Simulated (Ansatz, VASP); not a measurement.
# K3ScF6: VASP beside Ansatz

Wanted: the spread between two codes on one cell, functional and k mesh. The cell is taken from a series of runs on this material, whose earlier steps may have relaxed, scaled, displaced or heated it; both programs get it as it stands.

Main program and level: Ansatz 0.2.0; plane waves, with VASP 6.6.1 beside it; relaxation of cell and atoms at PBEsol.

## Step 1: Starting point

Symmetry: Fm-3m, No. 225, cubic system. Conventional cell: a = 8.953 Å, b = 8.953 Å, c = 8.953 Å, α = 90.00°, β = 90.00°, γ = 90.00°. Nearest to Sc lie 6 F at 2.01 Å. Nearest to K lie 6 F at 2.47 Å. Nearest to K lie 12 F at 3.17 Å. Nearest to F lie 1 Sc at 2.01 Å and 5 K at 2.47 to 3.17 Å. Farther neighbours and most contacts between anions are not listed.

Coordinates:

```
Sc K F
1.0
     0.00000    4.47663    4.47663
     4.47663    0.00000    4.47663
     4.47663    4.47663    0.00000
Sc K F
1 3 6
Cartesian
  0.0000 0.0000 0.0000
  4.4766 4.4766 4.4766
  2.2383 2.2383 2.2383
  6.7149 6.7149 6.7149
  4.4766 4.4766 6.9426
  4.4766 6.9426 4.4766
  4.4766 2.0106 4.4766
  6.9426 4.4766 4.4766
  4.4766 4.4766 2.0106
  2.0106 4.4766 4.4766
```

## Step 2: VASP: relaxation of cell and atoms, PBEsol

The relaxed volume is the usual yardstick between codes: in a stiff, nearly cubic crystal its relative difference is about their pressure difference at one cell divided by the bulk modulus.

Lines of VASP's logs that name or quote its potential files are left out, and so is its time.

Input file INCAR:

```
SYSTEM = K3ScF6
PREC = Accurate
ENCUT = 600
EDIFF = 1E-07
NELM = 120
ISMEAR = 0
SIGMA = 0.01
LREAL = .FALSE.
ALGO = Normal
GGA = PS
NBANDS = 50
LASPH = .TRUE.
LORBIT = 11
LWAVE = .FALSE.
LCHARG = .FALSE.
ISIF = 3
IBRION = 2
NSW = 80
EDIFFG = -0.005
GGA_COMPAT = .FALSE.
NELMIN = 4
EFERMI = MIDGAP
KPAR = 2
```

Input file POSCAR:

```
K3ScF6
1.0
    0.0000000000      4.4766330000      4.4766330000
    4.4766330000      0.0000000000      4.4766330000
    4.4766330000      4.4766330000      0.0000000000
Sc K F
1 3 6
Direct
    0.0000000000      0.0000000000      0.0000000000
    0.5000000000      0.5000000000      0.5000000000
    0.2499999442      0.2499999442      0.2499999442
    0.7499999442      0.7499999442      0.7499999442
    0.7754298822      0.7754298822      0.2245701178
    0.7754298822      0.2245701178      0.7754298822
    0.2245701178      0.7754298822      0.2245701178
    0.2245701178      0.7754298822      0.7754298822
    0.2245701178      0.2245701178      0.7754298822
    0.7754298822      0.2245701178      0.2245701178
```

Input file KPOINTS:

```
Automatic mesh
0
Gamma
3 3 3
0 0 0
```

Potentials, in the order of the species: Sc_sv, K_sv and F (PBE family, release 64).

Launch:

```bash
$ mpirun -np 2 vasp_std
```

Numbers of over 12 decimals in the logs are rounded to 6 here.

Output:

```text
[banner, memory and clock lines left out]
running    2 mpi-ranks, on    1 nodes
 distrk:  each k-point on    1 cores,    2 groups
 distr:  one band on    1 cores,    1 groups

 POSCAR found type information on POSCAR ScK F
 POSCAR found :  3 types and      10 ions
|                                                                             |
|               ----> ADVICE to this user running VASP <----                  |
|                                                                             |
|     You enforced a specific xc type in the INCAR file but a different       |
|     [... a line on the potential file left out ...]
|     I HOPE YOU KNOW WHAT YOU ARE DOING!                                     |
|                                                                             |

 LDA part: xc-table for (Slater+PW92), standard interpolation
 POSCAR, INCAR and KPOINTS ok, starting setup
 FFT: planning ... GRIDC
 FFT: planning ... GRID_SOFT
 FFT: planning ... GRID
 WAVECAR not read
 entering main loop
       N       E                     dE             d eps       ncg     rms          rms(c)
DAV:   1     0.112347464854E+04    0.11235E+04   -0.40578E+04   400   0.175E+03
DAV:   2     0.735582182880E+02   -0.10499E+04   -0.10218E+04   480   0.513E+02
DAV:   3    -0.531995791468E+02   -0.12676E+03   -0.12557E+03   536   0.180E+02
DAV:   4    -0.612771860617E+02   -0.80776E+01   -0.80526E+01   632   0.467E+01
DAV:   5    -0.616056226314E+02   -0.32844E+00   -0.32815E+00   712   0.709E+00    0.194E+01
DAV:   6    -0.545032319856E+02    0.71024E+01   -0.28402E+01   574   0.374E+01    0.977E+00
DAV:   7    -0.544785215427E+02    0.24710E-01   -0.25256E+00   592   0.783E+00    0.578E+00
DAV:   8    -0.543981227561E+02    0.80399E-01   -0.57653E-01   544   0.475E+00    0.108E+00
DAV:   9    -0.543789618442E+02    0.19161E-01   -0.10221E-01   616   0.160E+00    0.321E-01
DAV:  10    -0.543810904138E+02   -0.21286E-02   -0.17975E-02   640   0.987E-01    0.152E-01
DAV:  11    -0.543816543560E+02   -0.56394E-03   -0.47975E-03   568   0.527E-01    0.147E-01
DAV:  12    -0.543815269804E+02    0.12738E-03   -0.25133E-03   592   0.356E-01    0.552E-02
DAV:  13    -0.543814880713E+02    0.38909E-04   -0.27802E-04   584   0.144E-01    0.104E-02
DAV:  14    -0.543814903342E+02   -0.22629E-05   -0.25897E-05   608   0.300E-02    0.472E-03
DAV:  15    -0.543814909888E+02   -0.65464E-06   -0.24622E-06   592   0.755E-03    0.120E-03
DAV:  16    -0.543814910457E+02   -0.56883E-07   -0.88724E-08   344   0.279E-03
   1 F= -.54381491E+02 E0= -.54381491E+02  d E =-.543815E+02
 curvature:   0.00 expect dE= 0.000E+00 dE for cont linesearch  0.000E+00
 trial: gam= 0.00000 g(F)=  0.159E-02 g(S)=  0.111E-02 ort = 0.000E+00 (trialstep = 0.100E+01)
 search vector abs. value=  0.270E-02
 bond charge predicted
       N       E                     dE             d eps       ncg     rms          rms(c)
DAV:   1    -0.543920861077E+02   -0.10595E-01   -0.83484E-01   478   0.542E+00    0.903E-01
DAV:   2    -0.543835901665E+02    0.84959E-02   -0.45445E-02   544   0.132E+00    0.340E-01
DAV:   3    -0.543824073943E+02    0.11828E-02   -0.31216E-03   616   0.414E-01    0.147E-01
DAV:   4    -0.543822936375E+02    0.11376E-03   -0.87618E-04   600   0.135E-01    0.934E-02
DAV:   5    -0.543823165285E+02   -0.22891E-04   -0.65645E-05   744   0.372E-02    0.301E-02
DAV:   6    -0.543823261557E+02   -0.96272E-05   -0.14106E-05   744   0.181E-02    0.577E-03
DAV:   7    -0.543823279102E+02   -0.17545E-05   -0.87043E-07   536   0.490E-03    0.181E-03
DAV:   8    -0.543823290229E+02   -0.11127E-05   -0.84896E-08   344   0.221E-03    0.881E-04
DAV:   9    -0.543823289343E+02    0.88608E-07   -0.28984E-08   304   0.158E-03
   2 F= -.54382329E+02 E0= -.54382329E+02  d E =-.837889E-03
 trial-energy change:   -0.000838  1 .order   -0.000835   -0.002701    0.001032
 step:   0.7236(harm=  0.7236)  dis= 0.00258  next Energy=   -54.382468 (dE=-0.977E-03)
 bond charge predicted
       N       E                     dE             d eps       ncg     rms          rms(c)
DAV:   1    -0.543832176721E+02   -0.88865E-03   -0.63819E-02   480   0.150E+00    0.250E-01
DAV:   2    -0.543825767409E+02    0.64093E-03   -0.34195E-03   536   0.363E-01    0.952E-02
DAV:   3    -0.543824875203E+02    0.89221E-04   -0.24103E-04   616   0.115E-01    0.417E-02
DAV:   4    -0.543824771050E+02    0.10415E-04   -0.68201E-05   584   0.375E-02    0.263E-02
DAV:   5    -0.543824751624E+02    0.19426E-05   -0.47842E-06   712   0.101E-02    0.864E-03
DAV:   6    -0.543824738643E+02    0.12981E-05   -0.10512E-06   632   0.511E-03    0.158E-03
DAV:   7    -0.543824735280E+02    0.33629E-06   -0.70741E-08   320   0.170E-03    0.567E-04
DAV:   8    -0.543824733819E+02    0.14606E-06   -0.21015E-08   280   0.122E-03    0.329E-04
DAV:   9    -0.543824732378E+02    0.14409E-06   -0.13037E-08   248   0.756E-04    0.194E-04
DAV:  10    -0.543824732694E+02   -0.31560E-07   -0.84061E-09   248   0.662E-04
   3 F= -.54382473E+02 E0= -.54382473E+02  d E =-.982224E-03
 curvature:  -0.36 expect dE=-0.504E-06 dE for cont linesearch -0.104E-07
 trial: gam=-0.00274 g(F)=  0.774E-06 g(S)=  0.619E-06 ort = 0.880E-05 (trialstep = 0.945E+00)
 search vector abs. value=  0.137E-05
 reached required accuracy - stopping structural energy minimisation
```

Parts of OUTCAR (step 2):

```text
ion  position               nearest neighbor table
   1  0.000  0.000  0.000-   5 2.01   6 2.01   7 2.01   8 2.01   9 2.01  10 2.01
   2  0.500  0.500  0.500-   5 2.47   6 2.47   7 2.47   8 2.47   9 2.47  10 2.47
   3  0.250  0.250  0.250-
   4  0.750  0.750  0.750-
   5  0.775  0.775  0.225-   1 2.01   2 2.47
   6  0.775  0.225  0.775-   1 2.01   2 2.47
   7  0.225  0.775  0.225-   1 2.01   2 2.47
   8  0.225  0.775  0.775-   1 2.01   2 2.47
   9  0.225  0.225  0.775-   1 2.01   2 2.47
  10  0.775  0.225  0.225-   1 2.01   2 2.47

  LATTYP: Found a face centered cubic cell.
 ALAT       =     8.9532660000

 Subroutine GETGRP returns: Found 48 space group operations
 (whereof 48 operations were pure point group operations)

The static configuration has the point symmetry O_h .

 Found      4 irreducible k-points:

   k-points           NKPTS =      4   k-points in BZ     NKDIM =      4   number of bands    NBANDS=     50

   dimension x,y,z NGX =    54 NGY =   54 NGZ =   54
   dimension x,y,z NGXF=   108 NGYF=  108 NGZF=  108

   ENCUT  =  600.0 eV  44.10 Ry    6.64 a.u.  12.64 12.64 12.64*2*pi/ulx,y,z

   NELECT =      80.0000    total number of electrons

 k-points in reciprocal lattice and weights: Automatic mesh
   0.00000000  0.00000000  0.00000000       0.037
   0.33333333  0.00000000  0.00000000       0.296
   0.33333333  0.33333333  0.00000000       0.222
  -0.33333333  0.33333333  0.00000000       0.444

 average (electrostatic) potential at core
       1 -49.6800       2 -34.7872       3 -36.7299       4 -36.7299       5 -78.4466
       6 -78.4466       7 -78.4467       8 -78.4466       9 -78.4467      10 -78.4467

 E-fermi :   0.1594

 k-point     1 :       0.0000    0.0000    0.0000
  band No.  band energies     occupation
    ...
     36      -3.1672      2.00000
     37      -3.1672      2.00000
     38      -2.9785      2.00000
     39      -2.9785      2.00000
     40      -2.9785      2.00000
     41       3.2973      0.00000
     42       4.3415      0.00000
     43       4.3415      0.00000
     44       4.3415      0.00000
     45       6.0579      0.00000
    ...

 k-point     2 :       0.3333    0.0000    0.0000
  band No.  band energies     occupation
    ...
     36      -3.3135      2.00000
     37      -3.3135      2.00000
     38      -3.0767      2.00000
     39      -3.0767      2.00000
     40      -3.0441      2.00000
     41       4.2484      0.00000
     42       4.4210      0.00000
     43       4.4210      0.00000
     44       4.4320      0.00000
     45       6.1696      0.00000
    ...

 k-point     3 :       0.3333    0.3333    0.0000
  band No.  band energies     occupation
    ...
     36      -3.2048      2.00000
     37      -3.2048      2.00000
     38      -3.1744      2.00000
     39      -3.1744      2.00000
     40      -2.9854      2.00000
     41       4.3757      0.00000
     42       4.4651      0.00000
     43       4.4651      0.00000
     44       4.5060      0.00000
     45       6.1090      0.00000
    ...

  Total        0.0065388      0.0065388      0.0065388      0.0000000     -0.0000000     -0.0000000
  in kB        0.0585578      0.0585578      0.0585578      0.0000000     -0.0000000     -0.0000000
  external PRESSURE =       0.0585578 kB  Pullay stress =       0.0000000 kB

  energy-cutoff  :      600.00
  volume of cell :      178.90
      direct lattice vectors                 reciprocal lattice vectors
    -0.000000000  4.472296929  4.472296929    -0.111799375  0.111799375  0.111799375
     4.472296929 -0.000000000  4.472296929     0.111799375 -0.111799375  0.111799375
     4.472296929  4.472296929  0.000000000     0.111799375  0.111799375 -0.111799375

 POSITION                                       TOTAL-FORCE (eV/Angst)
 -----------------------------------------------------------------------------------
      0.00000     -0.00000      0.00000         0.000000      0.000000     -0.000000
      4.47230      4.47230      4.47230         0.000000      0.000000     -0.000000
      2.23615      2.23615      2.23615         0.000000      0.000000     -0.000000
      6.70844      6.70844      6.70844         0.000000      0.000000     -0.000000
      4.47230      4.47230      6.93849         0.000000      0.000000      0.001636
      4.47230      6.93849      4.47230         0.000000      0.001636     -0.000000
      4.47230      2.00611      4.47230         0.000000     -0.001636     -0.000000
      6.93849      4.47230      4.47230         0.001636      0.000000     -0.000000
      4.47230      4.47230      2.00611         0.000000      0.000000     -0.001636
      2.00611      4.47230      4.47230        -0.001636      0.000000     -0.000000
 -----------------------------------------------------------------------------------
    total drift:                                0.000600      0.000600      0.000600

  FREE ENERGIE OF THE ION-ELECTRON SYSTEM (eV)
  ---------------------------------------------------
  free  energy   TOTEN  =       -54.3824732694 eV

  energy  without entropy=      -54.3824732694  energy(sigma->0) =      -54.38247327

 reached required accuracy - stopping structural energy minimisation

 total charge
# of ion       s       p       d       tot
------------------------------------------
    1        2.218   6.297   1.056   9.571
    2        1.962   5.601   0.047   7.610
    3        1.948   5.565   0.010   7.523
    4        1.948   5.565   0.010   7.523
    5        1.728   4.359   0.000   6.087
    6        1.728   4.359   0.000   6.087
    7        1.728   4.359   0.000   6.087
    8        1.728   4.359   0.000   6.087
    9        1.728   4.359   0.000   6.087
   10        1.728   4.359   0.000   6.087
--------------------------------------------------
tot         18.446  49.182   1.124  68.752

[... 1 further part left out ...]
```

CONTCAR:

```
K3ScF6
   1.00000000000000
    -0.0000000000000000    4.4722969291710335    4.4722969291710335
     4.4722969291710335   -0.0000000000000000    4.4722969291710335
     4.4722969291710335    4.4722969291710335    0.0000000000000000
  Sc              K               F
     1     3     6
Direct
     0.0000000000000000    0.0000000000000000    0.0000000000000000
     0.5000000000000000    0.5000000000000000    0.5000000000000000
     0.2499999441999989    0.2499999441999989    0.2499999441999989
     0.7499999441999989    0.7499999441999989    0.7499999441999989
     0.7757184261819918    0.7757184261819918    0.2242815738180081
     0.7757184261819918    0.2242815738180081    0.7757184261819918
     0.2242815738180081    0.7757184261819918    0.2242815738180081
     0.2242815738180081    0.7757184261819918    0.7757184261819918
     0.2242815738180081    0.2242815738180081    0.7757184261819918
     0.7757184261819918    0.2242815738180081    0.2242815738180081
```

[end of part 1 of 2]

[Lines on the potential files, build, host, timing and source positions are cut from VASP's logs without a mark.]

[Logs are printed without paths, hosts, clocks, repeated set-up lines and the standing remarks that a program may print on its own settings, such as how far it seeks lower states.]

[Hosts, paths, dates, database ids (printed as entryN), source tags and the programs' standing remarks are cut or masked in the printed files.]
